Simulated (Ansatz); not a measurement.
**Bi2Te3: a prediction, then the measurements**

Theory: DFT PBE, scalar-relativistic, plane waves, PAW in Ansatz 0.2.0.

Cutoff 420 eV; k points 12×12×12 on the computed 5-atom cell (Γ-centred); Gaussian smearing, width 0.02 eV; no spin polarisation.

Relaxed structure, symmetry kept:

```cif
data_structure
_symmetry_space_group_name_H-M 'R-3m:H'
_symmetry_Int_Tables_number 166
_cell_length_a 4.4465
_cell_length_b 4.4465
_cell_length_c 32.1687
_cell_angle_alpha 90.000
_cell_angle_beta 90.000
_cell_angle_gamma 120.000
_cell_volume 550.82
loop_
_atom_site_label
_atom_site_type_symbol
_atom_site_symmetry_multiplicity
_atom_site_Wyckoff_symbol
_atom_site_fract_x
_atom_site_fract_y
_atom_site_fract_z
_atom_site_occupancy
Bi1 Bi 6 c 0.66667 0.33333 0.73054 1
Te1 Te 3 a 0.00000 0.00000 0.00000 1
Te2 Te 6 c 0.33333 0.66667 0.88270 1
```

* Space group: R-3m (No. 166)
* Volume per atom: 247.8 bohr³
* Formation energy from the elements' standard states (uncorrected): -0.241 eV/atom
* Kohn–Sham band gap: 0.55 eV, direct at Γ
* Löwdin character of the top 1 eV of the valence band: Te 5p 89 %
* Löwdin character of the lowest 1 eV of the conduction band: Bi 6p 59 %, Te 5p 31 %, unprojected 4 %
* Electron masses at the edge by Cartesian direction of the standard setting (m_e; degenerate bands sorted by energy; no spin-orbit coupling): x: 0.080; y: 0.080; z: 0.40
* Hole masses at the edge by Cartesian direction of the standard setting (m_e; degenerate bands sorted by energy; no spin-orbit coupling): x: 0.22; y: 0.22; z: 0.42
* Bader charges (e): Bi (2 in the cell) 0.72, Te (1 in the cell) -0.62, Te (2 in the cell) -0.41

Spin-orbit coupling is left out, which matters for the bands of heavy elements. Each cell of Bi2Te3 holds layers, and where no dispersion correction was added their binding is poorly described.

**Measured values to compare with.**

“Unusual non saturating Giant Magneto-resistance in single crystalline Bi2Te3 topological insulator”, 2016, arxiv:1611.02859 reports, for a powder of Bi2Te3 at 300 K: lattice constant a 4.3866 ± 0.0002 Å; lattice constant c 30.4978 ± 0.0013 Å.

“Metavalently bonded tellurides: the essence of improved thermoelectric performance in elemental Te”, 2024, pmc:11014947 reports, for a ceramic of Bi2Te3 at 300 K: band gap 0.14 eV (indirect).

Against the measured lattice constant a of Bi2Te3, 4.3866 Å (300 K; powder; the paper above), the calculated 4.447 Å is off by +1.4 %. Against the measured lattice constant c of Bi2Te3, 30.4978 Å (300 K; powder; the paper above), the calculated 32.169 Å is off by +5.5 %. So large a difference can come from the functional (as between layers that it hardly binds), but also from another choice of axes, another phase or a misread value. 2 values of this kind are on record (30.497 to 30.4978 Å); this one was drawn at random among those near their median, those with a stated uncertainty first. The calculation is for 0 K without zero-point motion. Against the measured band gap of Bi2Te3, 0.14 eV (indirect; 300 K; ceramic; the paper above), the calculated 0.55 eV is off by +0.41 eV. 2 values of this kind are on record (0.14 to 0.17 eV); this one was drawn at random. Kohn–Sham gaps of semilocal functionals fall short of measured ones as a rule; spin-orbit coupling, left out here, would usually lower the calculated gap of a compound with heavy elements. The measured gap is indirect and the calculated one direct, so a band edge also comes out at another k point.

A gap measured on a powder or ceramic can differ from the single crystal's.